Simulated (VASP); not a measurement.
Al, 1 atom in the cell. Symmetry: Fm-3m, No. 225, cubic system. The conventional cell has a = 4.037 Å, b = 4.037 Å, c = 4.037 Å, α = 90.00°, β = 90.00°, γ = 90.00°. Al (site symmetry m-3m) has 12 Al at 2.85 Å as nearest neighbours. 

| Item | Value |
| --- | --- |
| Program | VASP 6.6.1 |
| Task | density of states |
| Functional | PBE |
| Potentials or basis | VASP PAW PBE potentials, release 64 (Al) |
| Cutoff | 520 eV |
| k mesh | 10 × 10 × 10 |
| Occupations | gaussian, width 0.1 eV |
| Spin | no spin polarisation |
| k mesh for the DOS | 15 × 15 × 15 |
| Occupations for the DOS | tetrahedron |
| Further INCAR settings | ALGO = Normal; EDIFF = 1e-07; NBANDS = 8 |

Potentials or basis: VASP PAW PBE potentials, release 64 (Al).

Command:

```bash
$ cat potpaw_PBE.64/Al/POTCAR > POTCAR
$ cp INCAR.step1 INCAR
$ cp KPOINTS.step1 KPOINTS
$ mpirun -np 1 vasp_std > vasp.out
$ cp INCAR.step2 INCAR
$ cp KPOINTS.step2 KPOINTS
$ mpirun -np 1 vasp_std > vasp.out
```

Hardware: 1 thread of Intel(R) Xeon(R) 6975P-C (Granite Rapids), on a shared host.

Estimate the wall time of this run.

Wall time 7 s on 1 thread of Intel(R) Xeon(R) 6975P-C (Granite Rapids) (shared host), peak memory 0.13 GiB. Counts: scf iterations 6, k points 120.
